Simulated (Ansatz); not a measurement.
Property card for CoO

Theory: DFT PBE+U, scalar-relativistic, plane waves, PAW (Ansatz 0.2.0).

Plane waves to 420 eV, a k mesh through Γ of 12×12×12 on the computed 4-atom cell and Gaussian smearing (0.02 eV); U_eff Co 3.32 eV on the d shells (Löwdin-orthogonalised atomic orbitals); collinear spin from starting moments -2.64 2.64 0 0 μB.

The structure is relaxed at this level of theory with its symmetry kept. This zinc-blende form isn't the usual stable structure of the compound.

```cif
data_structure
_symmetry_space_group_name_H-M 'P 1'
_symmetry_Int_Tables_number 1
_cell_length_a 5.6084
_cell_length_b 5.6084
_cell_length_c 5.6084
_cell_angle_alpha 33.934
_cell_angle_beta 33.934
_cell_angle_gamma 33.934
_cell_volume 49.00
loop_
_atom_site_label
_atom_site_type_symbol
_atom_site_fract_x
_atom_site_fract_y
_atom_site_fract_z
_atom_site_occupancy
Co1 Co 0.99948 0.99948 0.99948 1
Co2 Co 0.49949 0.49949 0.49949 1
O1 O 0.37551 0.37551 0.37551 1
O2 O 0.87551 0.87551 0.87551 1
```

(1) Kohn–Sham band gap?

(2) Löwdin character of the top 1 eV of the valence band?

(3) Löwdin character of the lowest 1 eV of the conduction band?

(4) Electron masses at the edge by Cartesian direction of the computed cell, whose vectors are (1.637, 0.945, 5.280), (-1.637, 0.945, 5.280), (0.000, -1.890, 5.280) Å (m_e; degenerate bands sorted by energy; no spin-orbit coupling)?

(5) Hole masses at the edge by Cartesian direction of the computed cell, whose vectors are (1.637, 0.945, 5.280), (-1.637, 0.945, 5.280), (0.000, -1.890, 5.280) Å (m_e; degenerate bands sorted by energy; no spin-orbit coupling)?

(6) Bader charges (e)?

(7) Total moment?

(8) Site moments (μB; atoms counted from 1 over the whole cell)?

The state reached may not be the lowest one.

Only this magnetic start was tried.

## Answers

(1) 1.00 eV, indirect from (0.500, 0.500, 0.500) to Γ.

(2) Co 3d 60 %, O 2p 37 %.

(3) Co 4s 61 %, O 2s 24 %, O 2p 8 %.

(4) x: 0.31, 0.31; y: 0.31, 0.31; z: 0.39, 0.39.

(5) x: 2.4, 0.70, 2.4, 0.70; y: 2.4, 0.70, 2.4, 0.70; z: 3.2, 3.2, 3.2, 3.2.

(6) Co (2 in the cell) 1.22, O (2 in the cell) -1.22.

(7) 0.00 μB per cell.

(8) Co (atom 1) -2.40, Co (atom 2) 2.40, O (atom 3) -0.09, O (atom 4) 0.09.

Cost: 3 runs of about 9 core-minutes in all, on Intel Xeon Platinum 8259CL (Skylake/Cascade Lake) (shared hosts).